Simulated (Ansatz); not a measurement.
MgB2:

```
Mg B
1.0
     3.08500    0.00000    0.00000
    -1.54250    2.67169    0.00000
     0.00000    0.00000    3.52300
Mg B
1 2
Cartesian
  0.0000 0.0000 0.0000
  1.5425 0.8906 1.7615
  0.0000 1.7811 1.7615
```

A run of Ansatz 0.2.0 on this cell left the log below. Logs are shortened: lines on timing, memory, paths and dates and some standing lists are left out, and cuts for length are marked.

```text
Warning: RAYON_NUM_THREADS=2 ignored (pool sized by the plan → 2); use --threads N
Engine: ansatz 0.2.0, x86_64-unknown-linux-gnu
Pseudopotentials: kind: paw
Pseudopotential: Mg, paw, valence charge 10, recommended cutoff 420 eV (normal), Mg.paw.azcp
Pseudopotential: B, paw, valence charge 3, recommended cutoff 420 eV (normal), B.paw.azcp
Functional definition: PBE
  parameter kappa = 0.804
  parameter beta = 0.06672455060314922
  exchange = pbe_x(kappa = kappa, mu = beta*pi^2/3)
  correlation = pbe_c(beta = beta)
Crystal: 3 atoms, lattice volume = 29.037 Å³
Basis set: ecut = 420 eV, 563 PW (Γ), exchange–correlation on 48×48×48 points (8 copies of the dense FFT grid, shifted against one another)
Bands: 12, of which v1, the nominal top of the filled ones, is band 8 counted from 1 (7 counted from 0)
Symmetry: 24 space group operations
Space group: P6/mmm (ITA 191), of the structure as read, at distance tolerance 3.1e-5 Å
k-points: 70 of 800
Non-local potential: Mg, projectors of the file, l = 0: 3, l = 1: 2, l = 2: 1
Non-local potential: B, projectors of the file, l = 0: 2, l = 1: 2, l = 2: 1
PAW form: soft (Blöchl's): semilocal exchange-correlation on the pseudo side does not see the compensation charge
PAW one-centre angular grid: Mg, 110 points (default); XC on 64 Gauss nodes
PAW one-centre angular grid: B, 110 points (default); XC on 64 Gauss nodes
Initial density: superposition of atomic densities (neutral atoms: chi_scale 0, normalization atom), corrected by the library's trained network
Initial wavefunctions: pseudopotential atomic-orbital guess
Functional: x = pbe(κ = 0.804, μ = 0.2195149727645171), c = pbe(β = 0.06672455060314922)
SCF iter   1: F=—  HF=-2236.019313 eV  |F-HF|=—  |Δ(HF+E_count)|=         —  Δρ=1.99e-3  dr2=8.32e-4  ethr=1.77e-3  ⟨swp⟩=5.8  Hψ=4656  notcnv=0
preconditioner: auto → none  [insulator: Δε(μ)=0.041 eV  Ē_g=11.149 eV  σ=0.021 eV  W_gap=0.78  n_scr=8 (ndim 8)  ℏωp=19.5 eV  f_vac=0.000  D(μ)=0.70/eV (n_scr^D=2)  ε∞_Penn≈4.1]
SCF iter   2: F=—  HF=-2236.020036 eV  |F-HF|=—  |Δ(HF+E_count)|=   7.23e-4  Δρ=8.13e-4  dr2=9.64e-5  ethr=5.20e-6  ⟨swp⟩=2.1  Hψ=2098  notcnv=0  defer=5
SCF iter   3: F=—  HF=-2236.020086 eV  |F-HF|=—  |Δ(HF+E_count)|=   4.95e-5  Δρ=2.86e-4  dr2=1.12e-5  ethr=6.03e-7  ⟨swp⟩=2.0  Hψ=1297  notcnv=0  defer=5
SCF iter   4: F=—  HF=-2236.020091 eV  |F-HF|=—  |Δ(HF+E_count)|=   5.18e-6  Δρ=3.03e-5  dr2=1.17e-7  ethr=7.02e-8  ⟨swp⟩=2.0  Hψ=1046  notcnv=0  defer=5
iter 5 did not close the SCF: its close was put off for the readings that it lacked (scf_convergence_deferred on its scf_iter line)
SCF iter   5: F=-2236.020091 eV  HF=-2236.020091 eV  |F-HF|=1.93e-8  |Δ(HF+E_count)|=   3.73e-9  Δρ=9.12e-6  dr2=7.99e-9  ethr=7.31e-10  ⟨swp⟩=2.0  Hψ=1354  notcnv=0  defer=5
SCF iter   6: F=-2236.020091 eV  HF=-2236.020091 eV  |F-HF|=9.04e-10  |Δ(HF+E_count)|=   1.16e-8  Δρ=2.21e-6  dr2=5.92e-10  ethr=4.99e-11  ⟨swp⟩=5.6  Hψ=4475  notcnv=0
SCF 1 converged in 6 iterations: F = -2236.020091 eV  dr2 = 5.92e-10
  greatest PAW one-centre occupation: 1.000 electrons in one spin orbital (limit 2), on the Mg atom at site 0 (counted from 0), in its partial waves of l = 0
SCF converged after 6 iterations
Free energy (F): -2236.020091 eV
Harris-Foulkes:  -2236.020091 eV  (|F-HF|=9.04e-10)
Internal energy: -2236.019874 eV  (E = F + TS)
E sigma→0 (E₀):  -2236.019982 eV
Entropy (-TS):   -0.000217 eV (-0.072 meV/atom)
Fermi energy:    9.268175 eV
--- Per-component energies (eV) ---
  E_band       = -293.598875
  E_kinetic    = 173.695486
  E_local      = -1521.284320  (includes V_loc(G=0)·N_el)
  E_nonlocal   = 118.066439
  E_hartree    = 541.466168
  E_xc         = -94.115241
  E_vxc        = -114.868613  (∫ρ·V_xc dr)
  E_paw        = -448.987355  (= ΣΔE_a)
  E_vpaw       = -32.140919  (= ΣTr[D̂ρ^β])
  E_aug_tail   = -0.000013  (compensation charges beyond the density's cutoff)
  E_ewald      = -1004.861037
  E_smearing   = -0.000217  (= −TS)
  E_closure    = -0.000000  (closes the sum)
  Σ components = -2236.020091   (vs F -2236.020091, Δ=0.00e0)
--- Forces (eV/Å), atoms counted from 1 ---
  atom   1  Mg     0.00000000     0.00000000     0.00000000
  atom   2  B     -0.00000000     0.00000000     0.00000000
  atom   3  B     -0.00000000    -0.00000000     0.00000000
  max |Σ_I F_I| component: 3.70e-17 eV/Å
--- Stress (GPa, compression-positive) ---
       -0.613906      -0.000000       0.000000
        0.000000      -0.613906       0.000000
        0.000000       0.000000      -1.377436
  P = ⅓ Tr σ = -0.8684 GPa (-8.684 kbar)
--- Band table (eV; the first three rows and the last of 70) ---
  k-point 0: bands = ["-65.9604", "-32.7088", "-32.7088", "-32.6935", "-3.1748", "6.3061", "9.6027", "9.6027", "10.8820", "15.5400", "15.5400", "17.2947"]
  k-point 1: bands = ["-65.9604", "-32.7087", "-32.7087", "-32.6946", "-3.0400", "5.3384", "9.6539", "9.6539", "12.1649", "15.5849", "15.5849", "17.2760"]
  k-point 2: bands = ["-65.9603", "-32.7085", "-32.7085", "-32.6972", "-2.6625", "3.7220", "9.7824", "9.7824", "14.7163", "15.6986", "15.6986", "17.2305"]
  k-point 69: bands = ["-65.9565", "-32.7386", "-32.7313", "-32.6937", "2.1812", "3.3935", "4.3777", "6.5155", "7.9094", "13.0035", "19.9805", "20.4814"]
```

Q: Write the input and the command behind it.

A: Single point with PBE, no spin polarisation. The files as run (others can give the same):

input.yaml
```yaml
crystal:
  lattice:
    - [3.085, 0.0, 0.0]
    - [-1.5425, 2.6716883707, 0.0]
    - [0.0, 0.0, 3.523]
  atoms:
    - { symbol: Mg, position: [0.0, 0.0, 0.0] }
    - { symbol: B, position: [0.6666666667, 0.3333333333, 0.5] }
    - { symbol: B, position: [0.3333333333, 0.6666666667, 0.5] }
hamiltonian:
  xc: pbe
  pseudopotentials: { kind: paw }
kpoints:
  mp_grid: { grid: [10, 10, 8] }
scf:
  occupations: { method: gaussian, width: 0.021 }
output:
  forces: true
  stress: true
  eigenvalues: true
  write_density: true
  write_potential: true
  elf: true
  volumetric_format: npy
```

Potentials or basis: Ansatz PAW.
Command:
```sh
$ ansatz run input.yaml --threads 2 --pin off --max-ram 5632MiB --backend cpu --events-out ev --progress --plain --runs-dir out
```
